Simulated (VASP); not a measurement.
**BaHfO3: single point with PBEsol**

BaHfO3:

```
CELL_PARAMETERS angstrom
4.15354 0.00000 0.00000
0.00000 4.15354 0.00000
0.00000 0.00000 4.15354
ATOMIC_POSITIONS crystal
Ba 0.50000 0.50000 0.50000
Hf 0.00000 0.00000 0.00000
O 0.00000 0.50000 0.00000
O 0.50000 0.00000 0.00000
O 0.00000 0.00000 0.50000
```

The cell comes from a database or a generator and needn't be the stable form of this composition.

```yaml
Program: VASP 6.6.1
Task: single point
Functional: PBEsol
Potentials_or_basis: VASP PAW PBE potentials, release 64 (Ba_sv, Hf_pv, O_h)
Cutoff: 900 eV
k_mesh: 6 × 6 × 6
Occupations: gaussian, width 0.02 eV
Spin: no spin polarisation
```

| Property | Result |
| --- | --- |
| Pressure | -0.2 GPa |
| Band gap on the k mesh | 3.51 eV, indirect (least direct gap 3.70 eV) |

Levels at points of the mesh, in eV from the valence-band top:
| k point | band 17 | band 18 | band 19 | band 20 | band 21 | band 22 |
| --- | --- | --- | --- | --- | --- | --- |
| (0.00, 0.00, 0.00) | -0.19 | -0.19 | -0.19 | 3.51 | 3.51 | 3.51 |
| (0.50, 0.00, 0.00) | -1.76 | -0.51 | -0.51 | 4.09 | 6.40 | 6.40 |
| (0.50, 0.50, 0.00) | -0.93 | -0.93 | -0.08 | 6.29 | 6.29 | 6.64 |
| (0.50, 0.50, 0.50) | 0.00 | 0.00 | 0.00 | 6.02 | 6.02 | 6.02 |

Wall time 63 s on 1 thread of Intel(R) Xeon(R) Platinum 8488C (Sapphire Rapids), with other jobs on the host, peak memory 0.31 GiB.

Caveat: the cutoff is under 1.25 times the usual one of these potentials, so pressure, stress and relaxed cells hold a basis-set (Pulay) error; the PAW data sets were made with another functional, which shifts forces and pressure a little; spin-orbit coupling is left out, which moves the levels of the heavy elements. PBEsol gaps usually lie below the measured ones, often by a third to a half.
